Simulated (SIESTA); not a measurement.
**Pb in SIESTA: the effect of strain zz**

Crystal: Pb.

```
Pb
1.0
     0.01933    2.46287    2.35470
     2.50286   -0.00675    2.37974
     2.48132    2.46742    0.01419
Pb
1
Direct
  0.00000 0.00000 0.00000
```

The cell isn't the ideal one: cell strained along z.

Alike in all runs:

| Quantity | Value |
| --- | --- |
| Program | SIESTA 5.4.2 |
| Task | band structure |
| Functional | PBE |
| Potentials or basis | PseudoDojo 0.4 standard (PBE files) |
| Basis | DZP (energy shift 0.003 Ry; two zetas on semicore shells) |
| Grid cutoff | 500 Ry |
| Energy shift | 0.003 Ry |
| k mesh | 9 × 9 × 9 |
| Occupations | fermi-dirac, width 0.05 eV |
| Spin | no spin polarisation |

Task: One run gave: pressure 1.3 GPa. Which strain zz did it use?
A. 0.02
B. 0
C. -0.04
D. -0.01
E. 0.04

Result: E.

| strain zz | pressure (GPa) |
| --- | --- |
| -0.04 | 5.4 |
| -0.02 | 4.2 |
| -0.01 | 3.6 |
| 0 | 3.1 |
| 0.01 | 2.6 |
| 0.02 | 2.2 |
| 0.04 | 1.3 |

Caveats: the basis of atomic orbitals isn't converged, which shifts pressures, moduli and gaps.
